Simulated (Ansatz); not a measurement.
**AgCl (CsCl type): how the settings move a single-point run**

Question: which choices in the input matter for AgCl (CsCl type)?

Method: reference: DFT, PBEsol, PAW with Ansatz's default frozen-core files, scalar-relativistic, in Ansatz 0.2.0.

1 further run of the same task is left out (set aside as unsound or not needed). Runs told in other sessions of the task aren't counted.

## Step 1: Starting point

It takes space group Pm-3m (No. 221, cubic). The conventional cell has a = 3.331 Å, b = 3.331 Å, c = 3.331 Å, α = 90.00°, β = 90.00°, γ = 90.00°. Ag (site symmetry m-3m) is surrounded by 8 Cl at 2.88 Å. Cl (site symmetry m-3m) is surrounded by 8 Ag at 2.88 Å.

As a file:

```xyz
2
Lattice="3.3307 0.0000 0.0000 0.0000 3.3307 0.0000 0.0000 0.0000 3.3307" Properties=species:S:1:pos:R:3 pbc="T T T"
Ag    0.0000    0.0000    0.0000
Cl    1.6654    1.6654    1.6654
```

## Step 2: Baseline

Contents of input.yaml:

```yaml
crystal:
  lattice:
    - [3.3307327798, 0.0, 0.0]
    - [0.0, 3.3307327798, 0.0]
    - [0.0, 0.0, 3.3307327798]
  atoms:
    - { symbol: Ag, position: [0.0, 0.0, 0.0] }
    - { symbol: Cl, position: [0.5, 0.5, 0.5] }
kpoints:
  mp_grid: { grid: [13, 13, 13] }
  band_path:
    path:
      - [0.0, 0.0, 0.0]
      - [0.0, 0.5, 0.0]
      - [0.5, 0.5, 0.0]
      - [0.0, 0.0, 0.0]
      - [0.5, 0.5, 0.5]
      - [0.0, 0.5, 0.0]
      - [0.5, 0.5, 0.5]
      - [0.5, 0.5, 0.0]
    npoints: 8
scf:
  occupations: { method: fermi_dirac, width: 0.08 }
hamiltonian:
  xc: pbesol
  pseudopotentials: { kind: paw }
output:
  forces: true
  stress: true
  eigenvalues: true
  populations: true
  dos: { projected: true, de: 0.2, e_range: [-14, 8] }
  write_density: true
  write_potential: true
  elf: true
  volumetric_format: npy
```

Command:

```bash
$ ansatz run input.yaml --threads 1 --pin off --max-ram 2048MiB --backend cpu --events-out ev --progress --plain --runs-dir out
```

## Step 3: Changing settings: occupations.method methfessel_paxton, occupations.width 0.15, ecutwfc 51.4 Ry

input.yaml, as its differences from that of step 2:

```diff
@@ -22,3 +22,3 @@
 scf:
-  occupations: { method: fermi_dirac, width: 0.08 }
+  occupations: { method: methfessel_paxton, width: 0.15 }
 hamiltonian:
@@ -31,6 +31,3 @@
   populations: true
-  dos: { projected: true, de: 0.2, e_range: [-14, 8] }
-  write_density: true
-  write_potential: true
-  elf: true
-  volumetric_format: npy
+basis:
+  ecutwfc: "51.4 Ry"
```

Before running it: what results should come out? Wanted: for each run, ending; energy change; pressure; gap; force.

As calculated:

```tsv
run	ending	energy change	pressure (GPa)	gap (eV)	force (eV/Å)	cycles	time
reference	converged	0	0.0	0.47	0.00	6	4.1 s
1: occupations.method methfessel_paxton, occupations.width 0.15, ecutwfc 51.4 Ry	converged	-0.9 meV/atom (σ→0)	0.0	0.47	0.00	6	6.5 s
```

Times don't compare one to one where runs were asked for different outputs or read a saved state (see the inputs); cycles may leave out searches for a lower state.

Residual by cycle in the longest SCF loop of each run; runs are numbered as in the table. The quantity is the density residual dr2, in eV.

```tsv
cycle	reference	run 1
1	0.0192	0.0192
2	6.9e-4	6.6e-4
3	1.7e-4	1.5e-4
4	3.4e-5	3.4e-5
5	7.2e-7	5.9e-7
6	8.9e-9	7.0e-9
```

Changing the smearing and cutoff moves the energy by -0.9 meV/atom (σ→0 values). More than one kind of setting changed, and this run alone doesn't tell their shares apart.
